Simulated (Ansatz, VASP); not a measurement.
**Two plane-wave programs on CdSe**

INCAR

```
ALGO = Normal
EDIFF = 1E-7
ENCUT = 520
GGA = PE
ISIF = 2
ISMEAR = -1
LASPH = True
LCHARG = False
LREAL = False
LWAVE = False
NBANDS = 16
NELM = 60
PREC = Accurate
SIGMA = 0.02
```

KPOINTS

```
k-points
0
Gamma
  8 8 8
```

Contents of POSCAR:

```
CdSe
1.0
    0.0000000000      3.0984096531      3.0984096531
    3.0984096531      0.0000000000      3.0984096531
    3.0984096531      3.0984096531      0.0000000000
Cd Se
1 1
Direct
    0.0000000000      0.0000000000      0.0000000000
    0.2500000000      0.2500000000      0.2500000000
```

Input for Ansatz:

```yaml
crystal:
  lattice:
    - [0.0, 3.0984096531, 3.0984096531]
    - [3.0984096531, 0.0, 3.0984096531]
    - [3.0984096531, 3.0984096531, 0.0]
  atoms:
    - { symbol: Cd, position: [0.0, 0.0, 0.0] }
    - { symbol: Se, position: [0.25, 0.25, 0.25] }
kpoints:
  mp_grid: { grid: [8, 8, 8] }
scf:
  occupations: { method: fermi_dirac, width: 0.02 }
hamiltonian:
  xc: pbe
  pseudopotentials: { kind: paw }
output:
  forces: true
  stress: true
  eigenvalues: true
  populations: true
```

Alike in both runs: task single point; functional PBE; k mesh 8 × 8 × 8; occupations fermi-dirac, width 0.02 eV; no spin polarisation.

|  | VASP | Ansatz |
| --- | --- | --- |
| version | VASP 6.6.1 | Ansatz 0.2.0 |
| potentials or method | VASP PAW PBE potentials, release 64 (Cd, Se) | PAW with Ansatz's default frozen-core files, scalar-relativistic |
| plane-wave cutoff (eV) | 520 | 420 |
| valence electrons in the cell | 18 | 36 |

```csv
,VASP,Ansatz,Ansatz less VASP
pressure (GPa),0.2,0.0,-0.25
```

The functional is the same, so the differences come from potentials, cutoffs and numerics. The two sets of potentials don't hold the same shells in valence.
